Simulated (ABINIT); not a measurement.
# Ba (Im-3m) in ABINIT: a series of runs

Runs on Ba. Level: PBEsol. Tasks: relaxation of cell and atoms, single point.

Program: ABINIT 10.8.3 (patched build). These are calculated values, not measurements. Logs are shortened: lines on timing, memory, paths and dates and some standing lists are left out, and cuts for length are marked. The log counts tension as positive stress, the text compression.

### Step 1. Starting point

The structure is cubic, space group Im-3m (No. 229). The conventional cell has a = 5.013 Å, b = 5.013 Å, c = 5.013 Å, α = 90.00°, β = 90.00°, γ = 90.00°. Ba (site symmetry m-3m) is surrounded by 8 Ba at 4.34 Å.

### Step 2. Relaxation of cell and atoms, PBEsol

Contents of run.abi:

```
# Pseudopotentials
pp_dirpath "./"
pseudos "Ba.upf"

# Structure
acell 3*1.0 Angstrom
rprim
    -2.5065000000     2.5065000000     2.5065000000
     2.5065000000    -2.5065000000     2.5065000000
     2.5065000000     2.5065000000    -2.5065000000
ntypat 1
znucl 56
natom 1
typat 1
chkprim 0
chksymtnons 0
tolsym 1.0e-6
xred
            0.0            0.0            0.0

# Plane-wave basis
ecut 598.650497 eV
ecutsm 0.5

# k points
kptopt 1
ngkpt 6 6 6
nshiftk 1
shiftk 0.0 0.0 0.0

# Exchange and correlation
ixc -116133

# Bands and occupations
nband 9
occopt 3
tsmear 0.05 eV

# SCF cycle
nstep 80
tolvrs 1.0e-12

# Output
iomode 3
prteig 0
prtebands 0
prtwf 0
prtden 0

# Relaxation
ionmov 2
optcell 2
ntime 50
tolmxf 2.0e-5
dilatmx 1.08
```

Potentials or basis: PseudoDojo NC SR PBEsol v0.4.1 standard.

The run is started by

```bash
$ abinit run.abi > log 2>&1
```

run.abo:

```text
.Version 10.8.3 of ABINIT
 Symmetries : space group Im -3 m (#229); Bravais cI (body-center cubic)
================================================================================
 Values of the parameters that define the memory need of the present run
     intxc =       0    ionmov =       2      iscf =       7    lmnmax =       6
     lnmax =       6     mgfft =      40  mpssoang =       3    mqgrid =    3001
     natom =       1  nloc_mem =       1    nspden =       1   nspinor =       1
    nsppol =       1      nsym =      48    n1xccc =    2501    ntypat =       1
    occopt =       3   xclevel =       2
       mpw =        2658          nfft =       64000          nkpt =          16
================================================================================
================================================================================

--------------------------------------------------------------------------------
------------- Echo of variables that govern the present computation ------------
--------------------------------------------------------------------------------
 -outvars: echo values of preprocessed input variables --------
            acell      1.8897261259E+00  1.8897261259E+00  1.8897261259E+00 Bohr
              amu      1.37327000E+02
          chkprim           0
      chksymtnons           0
          dilatmx      1.08000000E+00
             ecut      2.20000000E+01 Hartree
           ecutsm      5.00000000E-01 Hartree
           ionmov           2
              ixc     -116133
         kptrlatt        6    0    0      0    6    0      0    0    6
          kptrlen      4.92241759E+01
            natom           1
            nband           9
            ngfft          40      40      40
             nkpt          16
            nstep          80
             nsym          48
            ntime          50
           ntypat           1
           occopt           3
          optcell           2
           prtden           0
        prtebands           0
           prteig           0
            prtwf           0
            rprim     -2.5065000000E+00  2.5065000000E+00  2.5065000000E+00
                       2.5065000000E+00 -2.5065000000E+00  2.5065000000E+00
                       2.5065000000E+00  2.5065000000E+00 -2.5065000000E+00
          spgroup         229
           tolmxf      2.00000000E-05
           tolsym      1.00000000E-06
           tolvrs      1.00000000E-12
           tsmear      1.83746611E-03 Hartree
            typat      1
            znucl       56.00000

================================================================================

 chkinp: Checking input parameters for consistency.

================================================================================
== DATASET  1 ==================================================================

--- !DatasetInfo
iteration_state: {dtset: 1, }
dimensions: {natom: 1, nkpt: 16, mband: 9, nsppol: 1, nspinor: 1, nspden: 1, mpw: 2658, }
cutoff_energies: {ecut:  22.0, pawecutdg:  -1.0, }
electrons: {nelect:   1.00000000E+01, charge:   0.00000000E+00, occopt:   3.00000000E+00, tsmear:   1.83746611E-03, }
meta: {optdriver: 0, ionmov: 2, optcell: 2, iscf: 7, paral_kgb: 0, }
...

 Real(R)+Recip(G) space primitive vectors, cartesian coordinates (Bohr,Bohr^-1):
 R(1)= -4.7365985  4.7365985  4.7365985  G(1)=  0.0000000  0.1055610  0.1055610
 R(2)=  4.7365985 -4.7365985  4.7365985  G(2)=  0.1055610  0.0000000  0.1055610
 R(3)=  4.7365985  4.7365985 -4.7365985  G(3)=  0.1055610  0.1055610  0.0000000
 Unit cell volume ucvol=  4.2506928E+02 bohr^3
 Angles (23,13,12)=  1.09471221E+02  1.09471221E+02  1.09471221E+02 degrees

 getcut: wavevector=  0.0000  0.0000  0.0000  ngfft=  40  40  40
         ecut(hartree)=     25.661   => boxcut(ratio)=   2.13946

--- Pseudopotential description ------------------------------------------------
- pspini: atom type   1  psp file is ./Ba.upf
  56.00000  10.00000  180301                  znucl, zion, pspdat
12 -116133 2 -1 1936                          pspcod,pspxc,lmax,lloc,mmax
     nproj     2     2     2

   2.63741813E+02                                ecore*ucvol(ha*bohr**3)
--------------------------------------------------------------------------------

================================================================================

=== [ionmov= 2] Broyden-Fletcher-Goldfarb-Shanno method (forces)
================================================================================

--- Iteration: ( 1/50) Internal Cycle: (1/1)
--------------------------------------------------------------------------------

---SELF-CONSISTENT-FIELD CONVERGENCE--------------------------------------------

--- !BeginCycle
iteration_state: {dtset: 1, itime: 1, icycle: 1, }
solver: {iscf: 7, nstep: 80, nline: 4, wfoptalg: 0, }
tolerances: {tolvrs: 1.00E-12, }
...

     iter   Etot(hartree)      deltaE(h)  residm     vres2
 ETOT  1  -28.082443060916    -2.808E+01 2.329E-02 5.927E-01
 ETOT  2  -28.092780849189    -1.034E-02 2.128E-03 4.676E-02
 ETOT  3  -28.092785233097    -4.384E-06 3.376E-04 3.162E-03
 ETOT  4  -28.092785480988    -2.479E-07 5.280E-04 1.229E-04
 ETOT  5  -28.092785493056    -1.207E-08 2.959E-05 1.806E-06
 ETOT  6  -28.092785493262    -2.058E-10 5.286E-05 1.736E-08
 ETOT  7  -28.092785493263    -1.137E-12 6.345E-06 9.305E-11
 ETOT  8  -28.092785493263    -2.700E-13 2.154E-05 2.523E-12
 ETOT  9  -28.092785493263     1.741E-13 2.423E-06 1.488E-14

 At SCF step    9       vres2   =  1.49E-14 < tolvrs=  1.00E-12 =>converged.

 Cartesian components of stress tensor (hartree/bohr^3)
  sigma(1 1)=  1.79896167E-05  sigma(3 2)=  0.00000000E+00
  sigma(2 2)=  1.79896167E-05  sigma(3 1)=  0.00000000E+00
  sigma(3 3)=  1.79896167E-05  sigma(2 1)=  0.00000000E+00

--- !ResultsGS
iteration_state: {dtset: 1, itime: 1, icycle: 1, }
comment   : Summary of ground state results
lattice_vectors:
- [ -4.7365985,   4.7365985,   4.7365985, ]
- [  4.7365985,  -4.7365985,   4.7365985, ]
- [  4.7365985,   4.7365985,  -4.7365985, ]
lattice_lengths: [   8.20403,    8.20403,    8.20403, ]
lattice_angles: [109.471, 109.471, 109.471, ] # degrees, (23, 13, 12)
lattice_volume:   4.2506928E+02
convergence: {deltae:  1.741E-13, res2:  1.488E-14, residm:  2.423E-06, diffor: null, }
etotal    :  -2.80927855E+01
entropy   :   0.00000000E+00
fermie    :   1.50920179E-01
cartesian_stress_tensor: # hartree/bohr^3
- [  1.79896167E-05,   0.00000000E+00,   0.00000000E+00, ]
- [  0.00000000E+00,   1.79896167E-05,   0.00000000E+00, ]
- [  0.00000000E+00,   0.00000000E+00,   1.79896167E-05, ]
pressure_GPa:  -5.2927E-01
xred      :
- [  0.0000E+00,   0.0000E+00,   0.0000E+00, Ba]
cartesian_forces: # hartree/bohr
- [ -0.00000000E+00,  -0.00000000E+00,  -0.00000000E+00, ]
force_length_stats: {min:   0.00000000E+00, max:   0.00000000E+00, mean:   0.00000000E+00, }
...
[... 271 lines left out ...]
---OUTPUT-----------------------------------------------------------------------

 Cartesian coordinates (xcart) [bohr]
  0.00000000000000E+00  0.00000000000000E+00  0.00000000000000E+00
 Reduced coordinates (xred)
  0.00000000000000E+00  0.00000000000000E+00  0.00000000000000E+00
 Cartesian forces (fcart) [Ha/bohr]; max,rms= 0.00000E+00 0.00000E+00 (free atoms)
 -0.00000000000000E+00 -0.00000000000000E+00 -0.00000000000000E+00
 Gradient of E wrt nuclear positions in reduced coordinates (gred)
  0.00000000000000E+00  0.00000000000000E+00 -0.00000000000000E+00
 Scale of Primitive Cell (acell) [bohr]
  8.03297216002541E+00  8.03297216002541E+00  8.03297216002541E+00
 Real space primitive translations (rprimd) [bohr]
 -4.63783863898344E+00  4.63783863898344E+00  4.63783863898344E+00
  4.63783863898344E+00 -4.63783863898344E+00  4.63783863898344E+00
  4.63783863898344E+00  4.63783863898344E+00 -4.63783863898344E+00
 Unitary Cell Volume (ucvol) [Bohr^3]=  3.99031237209993E+02
 Angles (23,13,12)= [degrees]
  1.09471220634491E+02  1.09471220634491E+02  1.09471220634491E+02
 Lengths [Bohr]
  8.03297216002541E+00  8.03297216002541E+00  8.03297216002541E+00
 Stress tensor in cartesian coordinates (strten) [Ha/bohr^3]
  1.75635972959453E-08  0.00000000000000E+00  0.00000000000000E+00
  0.00000000000000E+00  1.75635972961621E-08  0.00000000000000E+00
  0.00000000000000E+00  0.00000000000000E+00  1.75635972963790E-08
 Total energy (etotal) [Ha]= -2.80930289417181E+01

 Difference of energy with previous step (new-old):
           Absolute (Ha)=-1.49160E-07
           Relative     =-5.30952E-09

 At Broyd/MD step   4, gradients are converged :
  max grad (force/stress) = 1.7564E-06 < tolmxf= 2.0000E-05 ha/bohr (free atoms)

================================================================================

 ----iterations are completed or convergence reached----

 Mean square residual over all n,k,spin=   19.235E-14; max=  23.595E-12
 reduced coordinates (array xred) for    1 atoms
       0.000000000000      0.000000000000      0.000000000000
 rms dE/dt=  0.0000E+00; max dE/dt=  0.0000E+00; dE/dt below (all hartree)
    1       0.000000000000      0.000000000000      0.000000000000

 cartesian coordinates (angstrom) at end:
    1      0.00000000000000     0.00000000000000     0.00000000000000

 cartesian forces (hartree/bohr) at end:
    1     -0.00000000000000    -0.00000000000000    -0.00000000000000
 frms,max,avg= 0.0000000E+00 0.0000000E+00   0.000E+00  0.000E+00  0.000E+00 h/b

 cartesian forces (eV/Angstrom) at end:
    1     -0.00000000000000    -0.00000000000000    -0.00000000000000
 frms,max,avg= 0.0000000E+00 0.0000000E+00   0.000E+00  0.000E+00  0.000E+00 e/A
 length scales=  8.032972160025  8.032972160025  8.032972160025 bohr
              =  4.250865800020  4.250865800020  4.250865800020 angstroms
 Fermi (or HOMO) energy (hartree) =   0.16494   Average Vxc (hartree)=  -0.28966
 Eigenvalues (hartree) for nkpt=  16  k points:
 kpt#   1, nband=  9, wtk=  0.00463, kpt=  0.0000  0.0000  0.0000 (reduced coord)
  -0.89384   -0.33795   -0.33795   -0.33795    0.06101    0.23320    0.23320    0.23320
   0.28914
      occupation numbers for kpt#   1
   2.00000    2.00000    2.00000    2.00000    2.00000    0.00000    0.00000    0.00000
   0.00000
 prteigrs : prtvol=0 or 1, do not print more k-points.

--- !EnergyTerms
iteration_state     : {dtset: 1, itime: 4, icycle: 1, }
comment             : Components of total free energy in Hartree
kinetic             :  6.47421355923216E+00
hartree             :  4.09765306404736E+00
xc                  : -6.58803061862189E+00
Ewald energy        : -1.96170766858920E+01
psp_core            :  6.60955305502001E-01
local_psp           : -1.65783064092808E+01
non_local_psp       :  3.45813212210594E+00
internal            : -2.80924596629072E+01
'-kT*entropy'       : -5.69278810904407E-04
total_energy        : -2.80930289417181E+01
total_energy_eV     : -7.64450261352614E+02
band_energy         : -3.59182457013548E+00
...

 Cartesian components of stress tensor (hartree/bohr^3)
  sigma(1 1)=  1.75635973E-08  sigma(3 2)=  0.00000000E+00
  sigma(2 2)=  1.75635973E-08  sigma(3 1)=  0.00000000E+00
  sigma(3 3)=  1.75635973E-08  sigma(2 1)=  0.00000000E+00

-Cartesian components of stress tensor (GPa)         [Pressure= -5.1674E-04 GPa]
- sigma(1 1)=  5.16738873E-04  sigma(3 2)=  0.00000000E+00
- sigma(2 2)=  5.16738873E-04  sigma(3 1)=  0.00000000E+00
- sigma(3 3)=  5.16738873E-04  sigma(2 1)=  0.00000000E+00

== END DATASET(S) ==============================================================
================================================================================

 -outvars: echo values of variables after computation  --------
            acell      8.0329721600E+00  8.0329721600E+00  8.0329721600E+00 Bohr
           etotal     -2.8093028942E+01
            fcart     -0.0000000000E+00 -0.0000000000E+00 -0.0000000000E+00
            rprim     -5.7735026919E-01  5.7735026919E-01  5.7735026919E-01
                       5.7735026919E-01 -5.7735026919E-01  5.7735026919E-01
                       5.7735026919E-01  5.7735026919E-01 -5.7735026919E-01
           strten      1.7563597296E-08  1.7563597296E-08  1.7563597296E-08
                       0.0000000000E+00  0.0000000000E+00  0.0000000000E+00
 Calculation completed.
```

It took 19 s on 1 thread of AMD EPYC 9R45 (Zen 5), shared host; peak memory 0.08 GiB.

What came out:

| Property | Result |
| --- | --- |
| Free energy | -764.4503 eV |
| Relaxed volume | 59.13 Å³/atom |
| Relaxed cell | a = 4.251 Å, b = 4.251 Å, c = 4.251 Å, α = 109.47°, β = 109.47°, γ = 109.47° |
| Space group after relaxing (to 0.05 Å) | Im-3m (No. 229) |
| Energy gained by relaxing | 6.6 meV/atom |
| Ionic steps | 4 |
| Pressure after relaxing | 0.0 GPa |
| Band gap on the k mesh | none (metal or under the smearing width) |

The path:
| step | energy change (eV) | largest force (eV/Å) | pressure (GPa) | volume (Å³) |
| --- | --- | --- | --- | --- |
| 1 | 0.0000 | 0.0000 | -0.53 | 62.99 |
| 2 | -0.0003 | 0.0000 | -0.52 | 62.89 |
| 3 | -0.0066 | 0.0000 | 0.01 | 59.04 |
| 4 | -0.0066 | 0.0000 | 0.00 | 59.13 |

Final structure:
```yaml
crystal:
  lattice:
    - [-2.45424, 2.45424, 2.45424]
    - [2.45424, -2.45424, 2.45424]
    - [2.45424, 2.45424, -2.45424]
  atoms:
    - { symbol: Ba, position: [0.00000, 0.00000, 0.00000] }
```

Caveat: this set's barium file shifts pressures by 1 GPa against other sets; this release of the barium file is off. The run has no spin-orbit coupling, so splittings on Ba are missing.

### Step 3. Single point, PBEsol (cell relaxed)

Contents of run.abi:

```
# Pseudopotentials
pp_dirpath "./"
pseudos "Ba.upf"

# Structure
acell 3*1.0
rprim
    -4.6378386473     4.6378386473     4.6378386473
     4.6378386473    -4.6378386473     4.6378386473
     4.6378386473     4.6378386473    -4.6378386473
ntypat 1
znucl 56
natom 1
typat 1
xred
     0.0000000000     0.0000000000     0.0000000000
chkprim 0
chksymtnons 0
tolsym 1.0e-6

# Plane-wave basis
ecut 598.650497 eV

# k points
kptopt 1
ngkpt 6 6 6
nshiftk 1
shiftk 0.0 0.0 0.0

# Exchange and correlation
ixc -116133

# Bands and occupations
nband 9
occopt 3
tsmear 0.00183747

# SCF cycle
nstep 100
tolvrs 1.0e-10

# Output
iomode 3
prtwf 0
prteig 0
prtebands 0
enunit 1
prtden 1
prtvha 1
prtvclmb 1
prtpot 1
prtelf 1
```

Potentials or basis: PseudoDojo NC SR PBEsol v0.4.1 standard.

The run is started by

```bash
$ abinit run.abi > log 2>&1
```

Wall time 4.1 s (1 thread of AMD EPYC 9R45 (Zen 5), shared host); peak memory 0.07 GiB.

Results (log left out):

| Property | Result |
| --- | --- |
| Free energy | -764.4503 eV |
| Pressure | 0.0 GPa |
| Band gap on the k mesh | none (metal or under the smearing width) |
| Valence electrons inside the program's atomic spheres | Ba 5.16 (radii [1.0584] Å) |

Levels at points of the mesh, in eV from the Fermi level:
```tsv
k point	band 1	band 2	band 3	band 4	band 5	band 6	band 7	band 8	band 9
(0.00, 0.00, 0.00)	-28.81	-13.68	-13.68	-13.68	-2.83	1.86	1.86	1.86	3.38
(0.50, 0.00, 0.00)	-28.75	-14.25	-13.86	-13.69	-0.98	0.64	1.42	3.36	3.98
(0.50, 0.50, 0.50)	-28.71	-14.07	-14.07	-14.07	-0.66	-0.66	4.56	4.56	4.56
```

Caveat: this set's barium file shifts pressures by 1 GPa against other sets; this release of the barium file is off.
